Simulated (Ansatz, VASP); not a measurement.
**One calculation of C, two programs**

Contents of INCAR:

```
SYSTEM = C
  ALGO = Normal
  DIPOL = 0.5 0.5 0.500
  EDIFF = 1E-6
  EDIFFG = -0.01
  ENCUT = 520
  GGA = PS
  IBRION = 2
  IDIPOL = 3
  ISIF = 2
  ISMEAR = 0
  LASPH = .True.
  LCHARG = .False.
  LDIPOL = .True.
  LREAL = .False.
  LWAVE = .False.
  NELM = 100
  NSW = 80
  PREC = Accurate
  SIGMA = 0.03
```

Contents of KPOINTS:

```
k-points
0
Gamma
  12 12 1
  0 0 0
```

POSCAR

```
C
1.0
    2.5129218805      0.0000000000      0.0000000000
   -1.2564609902      2.1762542506      0.0000000000
    0.0000000000      0.0000000000     22.7201071111
C
10
Direct
    1.0000000000      0.0000000000      0.3080971391
    0.6666670000      0.3333330000      0.3306765308
    0.6666670000      0.3333330000      0.3984059185
    0.3333330000      0.6666670000      0.4209809165
    0.3333330000      0.6666670000      0.4887146979
    0.0000000000      0.0000000000      0.5112896959
    0.0000000000      0.0000000000      0.5790190835
    0.6666670000      0.3333330000      0.6015984753
    0.6666670000      0.3333330000      0.6693278630
    0.3333330000      0.6666670000      0.6919028609
```

Input for Ansatz:

```yaml
crystal:
  lattice:
    - [2.5129218805, 0.0, 0.0]
    - [-1.2564609902, 2.1762542506, 0.0]
    - [0.0, 0.0, 22.7201071111]
  atoms:
    - { symbol: C, position: [1.0, 0.0, 0.3080971391] }
    - { symbol: C, position: [0.666667, 0.333333, 0.3306765308] }
    - { symbol: C, position: [0.666667, 0.333333, 0.3984059185] }
    - { symbol: C, position: [0.333333, 0.666667, 0.4209809165] }
    - { symbol: C, position: [0.333333, 0.666667, 0.4887146979] }
    - { symbol: C, position: [0.0, 0.0, 0.5112896959] }
    - { symbol: C, position: [0.0, 0.0, 0.5790190835] }
    - { symbol: C, position: [0.666667, 0.333333, 0.6015984753] }
    - { symbol: C, position: [0.666667, 0.333333, 0.669327863] }
    - { symbol: C, position: [0.333333, 0.666667, 0.6919028609] }
basis:
  ecutwfc: 420
kpoints:
  mp_grid: { grid: [12, 12, 1] }
hamiltonian:
  xc: pbesol
scf:
  occupations: { method: gaussian, width: 0.03 }
  n_extra_bands: 9
  max_iter: 160
output:
  forces: true
  eigenvalues: true
  write_density: true
  write_potential: true
  elf: true
  volumetric_format: npy
relax:
  adjacent_minimum: "off"
  f_tol: 0.01
  max_steps: 60
efield:
  axis: 3
  dipole_correction: true
```

Alike in both runs: task relaxation of the atoms; functional PBEsol; k mesh 12 × 12 × 1; occupations gaussian, width 0.03 eV; no spin polarisation.

```csv
,VASP,Ansatz
version,VASP 6.6.1,Ansatz 0.2.0
potentials or method,"VASP PAW PBE potentials, release 64 (C)","scalar-relativistic, plane waves, PAW"
plane-wave cutoff (eV),520,420
valence electrons in the cell,40,40
```

Ansatz gave:

```
gap on the k mesh at the Fermi level, each at its own relaxed structure (eV) : none
energy change over the relaxation (meV/atom)                                 : -106
```

Q: What did VASP give for the same quantities?

A: gap on the k mesh at the Fermi level, each at its own relaxed structure (eV): none; energy change over the relaxation (meV/atom): -105.

A gap of «none» marks a metal or a gap that the smearing closes. Ansatz warned: «structure_snapped_to_symmetry».
